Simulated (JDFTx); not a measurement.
# Co (P6_3/mmc) in JDFTx: convergence with k mesh

Aim: find how far k mesh must go before the results for Co settle, at PBE. This setting moves, with any that are tied to it; all else stays.

All numbers are computed with JDFTx 1.7.0 (patched build); they aren't measurements. Logs are shortened: lines on timing, memory, paths and dates and some standing lists are left out, and cuts for length are marked. The log counts tension as positive stress, the text compression.

## Step 1: The crystal as given

It takes space group P6_3/mmc (No. 194, hexagonal). Conventional cell: a = 2.472 Å, b = 2.472 Å, c = 4.021 Å, α = 90.00°, β = 90.00°, γ = 120.00°. Co (site symmetry -6m2) has 12 Co at 2.47 Å as nearest neighbours.

## Step 2: With k mesh 2 × 2 × 1

Co.in

```
include Co.lattice
coords-type Lattice
include Co.ionpos

ion-species pseudo/Co.upf
elec-cutoff 40 320
elec-ex-corr gga-PBE
kpoint-folding 2 2 1
elec-smearing MP1 0.0018374661
elec-n-bands 26
spintype z-spin
initial-magnetic-moments Co 2 2
elec-initial-magnetization 4 no
electronic-SCF nIterations 100 energyDiffThreshold 1e-09
electronic-minimize nIterations 30 energyDiffThreshold 1e-7
converge-empty-states yes
forces-output-coords Cartesian

dump-name run.$VAR
dump End Ecomponents EigStats BandEigs Kpoints Forces Stress
```

Co.lattice

```
lattice \
    4.6714027971    -2.3357013986     0.0000000000 \
    0.0000000000     4.0455534936     0.0000000000 \
    0.0000000000     0.0000000000     7.5988610189
```

Co.ionpos

```
ion Co     0.6666666667     0.3333333333     0.7500000000 1
ion Co     0.3333333333     0.6666666667     0.2500000000 1
```

Potentials or basis: SPMS-PBE-1.0 with smoothed tails.

On the command line:

```sh
$ jdftx -c 1 -i Co.in -o Co.out
```

Wall time 10 s (1 thread of Intel Xeon Platinum 8488C (Sapphire Rapids), shared host); peak memory 0.1 GiB.

What came out:

```yaml
Free_energy: -7299.4734 eV
Pressure: 3.2 GPa
Band_gap_on_the_k_mesh: none (metal or under the smearing width)
Net_moment: 2.48 μB per cell
Absolute_moment: 3.40 μB per cell
Site_moments: Co +1.43 μB
```

## Step 3: With k mesh 4 × 4 × 2

Co.in, as its differences from that of step 2:

```diff
@@ -7,3 +7,3 @@
 elec-ex-corr gga-PBE
-kpoint-folding 2 2 1
+kpoint-folding 4 4 2
 elec-smearing MP1 0.0018374661
```

Co.lattice is that of step 2.

Co.ionpos is that of step 2.

Potentials or basis: SPMS-PBE-1.0 with smoothed tails.

On the command line:

```sh
$ jdftx -c 1 -i Co.in -o Co.out
```

Run time: 25 s. Hardware: 1 thread of Intel Xeon Platinum 8488C (Sapphire Rapids), shared host; peak memory 0.11 GiB.

Results:

| Quantity | Value |
| --- | --- |
| Free energy | -7300.1230 eV |
| Pressure | 6.3 GPa |
| Band gap on the k mesh | none (metal or under the smearing width) |
| Net moment | 3.38 μB per cell |
| Absolute moment | 3.61 μB per cell |
| Site moments | Co +1.73 μB |

## Step 4: With k mesh 5 × 5 × 3

Co.in, as its differences from that of step 3:

```diff
@@ -7,3 +7,3 @@
 elec-ex-corr gga-PBE
-kpoint-folding 4 4 2
+kpoint-folding 5 5 3
 elec-smearing MP1 0.0018374661
```

Co.lattice is that of step 3.

Co.ionpos is that of step 3.

On the command line:

```sh
$ jdftx -c 1 -i Co.in -o Co.out
```

Run time: 30 s. Hardware: 1 thread of Intel Xeon Platinum 8488C (Sapphire Rapids), shared host; peak memory 0.11 GiB.

What came out:

| Item | Value |
| --- | --- |
| Free energy | -7300.1052 eV |
| Pressure | 7.1 GPa |
| Band gap on the k mesh | none (metal or under the smearing width) |
| Net moment | 3.55 μB per cell |
| Absolute moment | 3.71 μB per cell |
| Site moments | Co +1.82 μB |

## Step 5: With k mesh 6 × 6 × 4

Co.in, as its differences from that of step 4:

```diff
@@ -7,3 +7,3 @@
 elec-ex-corr gga-PBE
-kpoint-folding 5 5 3
+kpoint-folding 6 6 4
 elec-smearing MP1 0.0018374661
```

Co.lattice is that of step 4.

Co.ionpos is that of step 4.

On the command line:

```sh
$ jdftx -c 1 -i Co.in -o Co.out
```

Wall time 54 s (1 thread of Intel Xeon Platinum 8488C (Sapphire Rapids), shared host); peak memory 0.13 GiB.

What came out:

```yaml
Free_energy: -7300.1905 eV
Pressure: 3.9 GPa
Band_gap_on_the_k_mesh: none (metal or under the smearing width)
Net_moment: 3.17 μB per cell
Absolute_moment: 3.47 μB per cell
Site_moments: Co +1.64 μB
```

## Step 6: With k mesh 8 × 8 × 5

Co.in, as its differences from that of step 5:

```diff
@@ -7,3 +7,3 @@
 elec-ex-corr gga-PBE
-kpoint-folding 6 6 4
+kpoint-folding 8 8 5
 elec-smearing MP1 0.0018374661
```

Co.lattice is that of step 5.

Co.ionpos is that of step 5.

Potentials or basis: SPMS-PBE-1.0 with smoothed tails.

On the command line:

```sh
$ jdftx -c 1 -i Co.in -o Co.out
```

It took 82 s on 1 thread of Intel Xeon Platinum 8488C (Sapphire Rapids), shared host; peak memory 0.15 GiB.

The run converged. Its results:

- Free energy: -7300.1770 eV
- Pressure: 5.5 GPa
- Band gap on the k mesh: none (metal or under the smearing width)
- Net moment: 3.32 μB per cell
- Absolute moment: 3.65 μB per cell
- Site moments: Co +1.73 μB

## Step 7: With k mesh 10 × 10 × 6

Co.in, as its differences from that of step 6:

```diff
@@ -7,3 +7,3 @@
 elec-ex-corr gga-PBE
-kpoint-folding 8 8 5
+kpoint-folding 10 10 6
 elec-smearing MP1 0.0018374661
```

Co.lattice is that of step 6.

Co.ionpos is that of step 6.

On the command line:

```sh
$ jdftx -c 1 -i Co.in -o Co.out
```

Wall time 2.3 min (1 thread of Intel Xeon Platinum 8488C (Sapphire Rapids), shared host); peak memory 0.24 GiB.

The run converged. Its results:

* Free energy: -7300.1666 eV
* Pressure: 5.4 GPa
* Band gap on the k mesh: none (metal or under the smearing width)
* Net moment: 3.31 μB per cell
* Absolute moment: 3.61 μB per cell
* Site moments: Co +1.72 μB

## Step 8: With k mesh 12 × 12 × 7

Co.in, as its differences from that of step 7:

```diff
@@ -7,3 +7,3 @@
 elec-ex-corr gga-PBE
-kpoint-folding 10 10 6
+kpoint-folding 12 12 7
 elec-smearing MP1 0.0018374661
```

Co.lattice is that of step 7.

Co.ionpos is that of step 7.

On the command line:

```sh
$ jdftx -c 1 -i Co.in -o Co.out
```

It took 3.2 min on 1 thread of Intel Xeon Platinum 8488C (Sapphire Rapids), shared host; peak memory 0.31 GiB.

Results (log left out):

| Property | Result |
| --- | --- |
| Free energy | -7300.1604 eV |
| Pressure | 4.7 GPa |
| Band gap on the k mesh | none (metal or under the smearing width) |
| Net moment | 3.22 μB per cell |
| Absolute moment | 3.54 μB per cell |
| Site moments | Co +1.67 μB |

## Step 9: With k mesh 14 × 14 × 8

Co.in, as its differences from that of step 8:

```diff
@@ -7,3 +7,3 @@
 elec-ex-corr gga-PBE
-kpoint-folding 12 12 7
+kpoint-folding 14 14 8
 elec-smearing MP1 0.0018374661
```

Co.lattice is that of step 8.

Co.ionpos is that of step 8.

Potentials or basis: SPMS-PBE-1.0 with smoothed tails.

On the command line:

```sh
$ jdftx -c 1 -i Co.in -o Co.out
```

Output:

```text
*************** JDFTx 1.7.0 (patched build) ***************

Input parsed successfully to the following command list (including defaults):
[... the input with its defaults ...]

---------- Setting up symmetries ----------

Found 24 point-group symmetries of the bravais lattice
Found 24 space-group symmetries with basis
Applied RMS atom displacement 2.69704e-10 bohrs to make symmetries exact.

---------- Initializing the Grid ----------
R =
[       4.6714      -2.3357            0  ]
[            0      4.04555            0  ]
[            0            0      7.59886  ]
unit cell volume = 143.606
G =
[    1.34503   0.776554         -0  ]
[          0    1.55311          0  ]
[          0         -0   0.826859  ]
Minimum fftbox size, Smin = [  40  40  64  ]
Chosen fftbox size, S = [  40  40  64  ]

---------- Initializing tighter grid for wavefunction operations ----------
R =
[       4.6714      -2.3357            0  ]
[            0      4.04555            0  ]
[            0            0      7.59886  ]
unit cell volume = 143.606
G =
[    1.34503   0.776554         -0  ]
[          0    1.55311          0  ]
[          0         -0   0.826859  ]
Minimum fftbox size, Smin = [  28  28  44  ]
Chosen fftbox size, S = [  28  28  48  ]

---------- Exchange Correlation functional ----------
Initalized PBE GGA exchange.
Initalized PBE GGA correlation.

---------- Setting up pseudopotentials ----------
Width of ionic core gaussian charges (only for fluid interactions / plotting) set to 0

Reading pseudopotential file 'pseudo/Co.upf':
  'Co' pseudopotential, 'PBE' functional
  Generated using ONCVPSP code by D. R. Hamann
  17 valence electrons, 4 orbitals, 6 projectors, 1001 radial grid points, with lMax = 2
    3S    l: 0   occupation:  2.0   eigenvalue: -3.763303
    3P    l: 1   occupation:  6.0   eigenvalue: -2.412101
    3D    l: 2   occupation:  7.0   eigenvalue: -0.301498
    4S    l: 0   occupation:  2.0   eigenvalue: -0.201022
  Core radius for overlap checks: 2.03 bohrs.

Initialized 1 species with 2 total atoms.

Folded 1 k-points by 14x14x8 to 1568 k-points.

---------- Setting up k-points, bands, fillings ----------
Reduced to 120 k-points under symmetry.
Computing the number of bands and number of electrons
Calculating initial fillings.
nElectrons:  34.000000   nBands: 26   nStates: 240

----- Setting up reduced wavefunction bases (one per k-point) -----
average nbasis = 1735.128 , ideal nbasis = 1735.233

---------- Setting up ewald sum ----------
Optimum gaussian width for ewald sums = 1.861214 bohr.
Real space sum over 1521 unit cells with max indices [  6  6  4  ]
Reciprocal space sum over 2057 terms with max indices [  5  5  8  ]

---------- Allocating electronic variables ----------
Initializing wave functions:  linear combination of atomic orbitals
Note: number of bands (26) exceeds available atomic orbitals (20)
Co (M=2) pseudo-atom majority spin occupations:   s ( 1 0.5 )  p ( 3 )  d ( 5 )
Co (M=2) pseudo-atom minority spin occupations:   s ( 1 0 )  p ( 3 )  d ( 3.5 )
	FillingsUpdate:  mu: +1.112521202  nElectrons: 34.000000  magneticMoment: [ Abs: 2.44880  Tot: +2.37821 ]
LCAOMinimize: Iter:   0  F: -267.3390534768244038  |grad|_K:  4.601e-03  alpha:  1.000e+00
	FillingsUpdate:  mu: +0.791776198  nElectrons: 34.000000  magneticMoment: [ Abs: 3.24695  Tot: +3.08103 ]
LCAOMinimize: Iter:   1  F: -268.2317383205232773  |grad|_K:  5.006e-05  alpha:  4.778e-01  linmin: -1.702e-02  cgtest: -4.908e-02
	FillingsUpdate:  mu: +0.790897817  nElectrons: 34.000000  magneticMoment: [ Abs: 3.29284  Tot: +3.07630 ]
[... 6 lines of inner loops ...]
LCAOMinimize: Iter:   5  F: -268.2319714513923259  |grad|_K:  4.507e-07  alpha:  7.776e-01  linmin:  2.072e-04  cgtest: -1.806e-02
	FillingsUpdate:  mu: +0.791780272  nElectrons: 34.000000  magneticMoment: [ Abs: 3.31559  Tot: +3.08438 ]
LCAOMinimize: Iter:   6  F: -268.2319714682470249  |grad|_K:  1.609e-07  alpha:  1.024e+00  linmin:  3.344e-04  cgtest:  7.377e-03
LCAOMinimize: Converged (|Delta F|<1.000000e-06 for 2 iters).

-------- Electronic minimization -----------
Will mix electronic density at each iteration.
	FillingsUpdate:  mu: +0.791780272  nElectrons: 34.000000  magneticMoment: [ Abs: 3.31559  Tot: +3.08438 ]
	FillingsUpdate:  mu: +0.788534036  nElectrons: 34.000000  magneticMoment: [ Abs: 3.31559  Tot: +3.08438 ]
SCF: Cycle:  0   F: -268.267922072272199   dF: -3.595e-02   |Residual|: 1.025e-01   |deigs|: 1.444e-01
	FillingsUpdate:  mu: +0.771651549  nElectrons: 34.000000  magneticMoment: [ Abs: 3.39652  Tot: +3.09085 ]
SCF: Cycle:  1   F: -268.275732994705663   dF: -7.811e-03   |Residual|: 1.732e-02   |deigs|: 1.983e-02
	FillingsUpdate:  mu: +0.774389114  nElectrons: 34.000000  magneticMoment: [ Abs: 3.41163  Tot: +3.08663 ]
SCF: Cycle:  2   F: -268.275980425822809   dF: -2.474e-04   |Residual|: 6.726e-03   |deigs|: 3.000e-03
	FillingsUpdate:  mu: +0.774792406  nElectrons: 34.000000  magneticMoment: [ Abs: 3.42944  Tot: +3.08611 ]
SCF: Cycle:  3   F: -268.275985540716022   dF: -5.115e-06   |Residual|: 2.953e-03   |deigs|: 3.646e-04
	FillingsUpdate:  mu: +0.774791253  nElectrons: 34.000000  magneticMoment: [ Abs: 3.43414  Tot: +3.08886 ]
SCF: Cycle:  4   F: -268.275987022181710   dF: -1.481e-06   |Residual|: 8.222e-04   |deigs|: 7.621e-05
	FillingsUpdate:  mu: +0.774757438  nElectrons: 34.000000  magneticMoment: [ Abs: 3.43185  Tot: +3.09009 ]
SCF: Cycle:  5   F: -268.275987435243735   dF: -4.131e-07   |Residual|: 2.857e-04   |deigs|: 5.308e-05
	FillingsUpdate:  mu: +0.774767310  nElectrons: 34.000000  magneticMoment: [ Abs: 3.43131  Tot: +3.09008 ]
SCF: Cycle:  6   F: -268.275987577182264   dF: -1.419e-07   |Residual|: 1.207e-04   |deigs|: 3.001e-05
	FillingsUpdate:  mu: +0.774771515  nElectrons: 34.000000  magneticMoment: [ Abs: 3.43150  Tot: +3.08994 ]
SCF: Cycle:  7   F: -268.275987629392716   dF: -5.221e-08   |Residual|: 7.698e-05   |deigs|: 2.217e-05
	FillingsUpdate:  mu: +0.774773471  nElectrons: 34.000000  magneticMoment: [ Abs: 3.43182  Tot: +3.08987 ]
SCF: Cycle:  8   F: -268.275987647786962   dF: -1.839e-08   |Residual|: 1.598e-05   |deigs|: 1.893e-05
	FillingsUpdate:  mu: +0.774771687  nElectrons: 34.000000  magneticMoment: [ Abs: 3.43177  Tot: +3.08995 ]
SCF: Cycle:  9   F: -268.275987654180085   dF: -6.393e-09   |Residual|: 3.514e-05   |deigs|: 1.594e-05
	FillingsUpdate:  mu: +0.774771959  nElectrons: 34.000000  magneticMoment: [ Abs: 3.43181  Tot: +3.08997 ]
SCF: Cycle: 10   F: -268.275987656629752   dF: -2.450e-09   |Residual|: 2.175e-05   |deigs|: 1.362e-05
	FillingsUpdate:  mu: +0.774772752  nElectrons: 34.000000  magneticMoment: [ Abs: 3.43187  Tot: +3.09000 ]
SCF: Cycle: 11   F: -268.275987657562098   dF: -9.323e-10   |Residual|: 8.913e-06   |deigs|: 1.275e-05
	FillingsUpdate:  mu: +0.774772686  nElectrons: 34.000000  magneticMoment: [ Abs: 3.43186  Tot: +3.09000 ]
SCF: Cycle: 12   F: -268.275987657903386   dF: -3.413e-10   |Residual|: 5.223e-06   |deigs|: 1.228e-05
SCF: Converged (|Delta E|<1.000000e-09 for 2 iters).

Setting wave functions to eigenvectors of Hamiltonian
Converging empty states (this may take a while): |deigs|: 3.412e-04

# Stress tensor in Cartesian coordinates [Eh/a0^3]:
[ -0.000140453            0            0  ]
[            0 -0.000140453            0  ]
[            0            0  -7.7506e-05  ]

# Ionic positions in lattice coordinates:
ion Co   0.666666666666667   0.333333333333333   0.750000000000000 1
ion Co   0.333333333333333   0.666666666666667   0.250000000000000 1

# Forces in Cartesian coordinates:
force Co   0.000000000000000  -0.000000000000000   0.000000000000000 1
force Co  -0.000000000000000  -0.000000000000000   0.000000000000000 1

# Energy components:
   Eewald =     -200.8186204397056827
       EH =       59.4116172974475418
     Eloc =     -190.7285754732931480
      Enl =      -15.4366872615232946
      Exc =      -46.5180154832382158
 Exc_core =       15.0018641130789412
       KE =      110.8124207788911519
-------------------------------------
     Etot =     -268.2759964683426688
       TS =       -0.0000088104393087
-------------------------------------
        F =     -268.2759876579033858

IonicMinimize: Iter:   0  F: -268.275987657903386  |grad|_K:       -nan
IonicMinimize: None of the convergence criteria satisfied after 0 iterations.

#--- Lowdin population analysis ---
# oxidation-state Co +0.212 +0.212
# magnetic-moments Co +1.610 +1.610

Dumping 'run.eigStats' ...
	eMin: -2.744643 at state 0 ( [ +0.000000 +0.000000 +0.000000 ] spin 1 )
	HOMO: +0.774587 at state 188 ( [ +0.071429 +0.428571 +0.375000 ] spin -1 )
	mu  : +0.774773
	LUMO: +0.775240 at state 143 ( [ +0.000000 +0.285714 +0.375000 ] spin -1 )
	eMax: +1.755732 at state 124 ( [ +0.000000 +0.000000 +0.500000 ] spin -1 )
	HOMO-LUMO gap: +0.000652
	Optical gap  : +0.003541 at state 136 ( [ +0.000000 +0.214286 +0.125000 ] spin -1 )
Done!
```

Wall time 4.8 min (1 thread of Intel Xeon Platinum 8488C (Sapphire Rapids), shared host); peak memory 0.46 GiB.

What came out:

- Free energy: -7300.1615 eV
- Pressure: 3.5 GPa
- Band gap on the k mesh: none (metal or under the smearing width)
- Net moment: 3.09 μB per cell
- Absolute moment: 3.43 μB per cell
- Site moments: Co +1.61 μB

## Step 10: The series at a glance

| k mesh | energy less the tightest run, at zero smearing (meV/atom) | pressure (GPa) | absolute moment (μB) | SCF cycles | CPU time (s) | peak memory (GiB) |
| --- | --- | --- | --- | --- | --- | --- |
| 2 × 2 × 1 | 344.07 | 3.20 | 3.40 | 13 | 10 | 0.1 |
| 4 × 4 × 2 | 19.25 | 6.30 | 3.61 | 13 | 25 | 0.11 |
| 5 × 5 × 3 | 28.17 | 7.15 | 3.71 | 14 | 30 | 0.11 |
| 6 × 6 × 4 | -14.51 | 3.86 | 3.47 | 13 | 54 | 0.13 |
| 8 × 8 × 5 | -7.76 | 5.53 | 3.65 | 14 | 82 | 0.15 |
| 10 × 10 × 6 | -2.53 | 5.36 | 3.61 | 13 | 140 | 0.24 |
| 12 × 12 × 7 | 0.58 | 4.66 | 3.54 | 14 | 190 | 0.31 |
| 14 × 14 × 8 | 0.00 | 3.51 | 3.43 | 13 | 290 | 0.46 |

Against the tightest run, the energy stays within 1 meV/atom from 12 × 12 × 7 on. Not settled before the last step: the pressure (to 0.1 GPa), the absolute moment (to 0.02 μB). Meshes of other sizes hit other points, so gaps and Fermi surfaces needn't settle smoothly. The tightest run that finished is the yardstick and may itself not be fully converged.
